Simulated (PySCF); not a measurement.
Isomers of C4H8. Level of theory: TDDFT CAM-B3LYP/def2-SVPD, vertical, gas phase, core orbitals frozen in the response (PySCF). Geometries: GFN2-xTB; one conformer of each isolated species. Triplets are in the Tamm–Dancoff approximation. 'Strongest' means the level of largest summed f among the lowest 8 singlets; it needn't be the same kind of state in each.

Problem. Rank by computed lowest singlet excitation energy, highest first.
A. `C/C=C/C`
B. `C/C=C\C`
C. `CC1CC1`
D. `C=CCC`
E. `C1CCC1`

Solution. E (8.30 eV), C (7.86 eV), D (7.36 eV), A (6.88 eV), B (6.76 eV).

```tsv
SMILES	S1 (eV)	strongest (eV)	first f ≥ 0.01 (nm)	α (au)	f (S1)	S1 mainly
C1CCC1	8.30	8.30	149	46.0	0.030	H-1/H→L (≥97%)
CC1CC1	7.86	8.88	148	47.0	0.010	H→L (88%)
C=CCC	7.36	7.53	169	50.8	0.071	H→L+1 (43%)
C/C=C/C	6.88	7.38	168	51.4	0.004	H→L (95%)
C/C=C\C	6.76	7.53	166	50.9	0.004	H→L (86%)
```

H and L stand for HOMO and LUMO. A slash joins orbitals within 0.01 eV of each other, whose weights are summed (≥ marks a lower bound).

Mean S1 by what the SMILES shows (count): single bonds only 8.08 eV (2); a double or triple bond but no aromatic ring 7.00 eV (3).
